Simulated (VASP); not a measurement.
**KMgF3: single point with PBE**

KMgF3:

```
CELL_PARAMETERS angstrom
4.00234 0.00000 0.00000
0.00000 4.00234 0.00000
0.00000 0.00000 4.00234
ATOMIC_POSITIONS crystal
K 0.49948 0.50418 0.50724
Mg 0.99301 0.01350 0.00921
F 0.51510 0.99269 0.98260
F 0.00047 0.51158 0.02714
F 0.98710 0.01418 0.50425
```

```yaml
Program: VASP 6.6.1
Task: single point
Functional: PBE
Potentials_or_basis: VASP PAW PBE potentials, release 64 (K_sv, Mg, F)
Cutoff: 520 eV
k_mesh: 4 × 4 × 4
Occupations: fermi-dirac, width 0.05 eV
Spin: no spin polarisation
Dipole_correction: no
Further_INCAR_settings: ALGO = Normal; EDIFF = 1e-06; NBANDS = 24
```

```json
{
  "Pressure": "2.8 GPa",
  "Largest force": "1.003 eV/Å",
  "Band gap on the k mesh": "7.17 eV, indirect (least direct gap 7.49 eV)"
}
```

Forces in eV/Å, atoms in the order of the input:
```
K   -0.028  0.053 -0.004
Mg   0.599 -0.151 -0.150
F   -0.955  0.204  0.231
F    0.123 -0.103 -0.211
F    0.261 -0.002  0.134
```

Stress tensor (GPa, compression positive):
```
 3.37  0.06  0.00
 0.06  2.48 -0.06
 0.00 -0.06  2.67
```

Levels at points of the mesh, in eV from the valence-band top:
```tsv
k point	band 14	band 15	band 16	band 17	band 18	band 19
(0.00, 0.00, 0.00)	-0.36	-0.34	-0.32	7.17	10.05	10.06
(0.50, 0.00, 0.00)	-0.71	-0.53	-0.52	9.94	10.32	11.07
(0.00, 0.50, 0.00)	-0.72	-0.55	-0.50	9.98	10.25	11.07
(0.00, 0.00, 0.50)	-0.75	-0.53	-0.51	10.02	10.21	11.12
(0.50, 0.50, 0.00)	-0.86	-0.84	-0.04	10.78	11.56	12.30
(0.00, 0.50, 0.50)	-0.85	-0.79	-0.03	10.76	11.60	12.35
(0.50, 0.00, 0.50)	-0.87	-0.87	-0.02	10.76	11.56	12.35
(0.50, 0.50, 0.50)	-0.04	-0.01	0.00	10.32	10.37	10.40
```

It took 20 s on 1 thread of Intel(R) Xeon(R) 6975P-C (Granite Rapids), with other jobs on the host, peak memory 0.19 GiB.

Caveat: forces of over 1 eV/Å show positions far from the minimum, so gaps and moduli don't describe the material at rest. A hybrid or GW would open this gap; PBE tends to underestimate it.
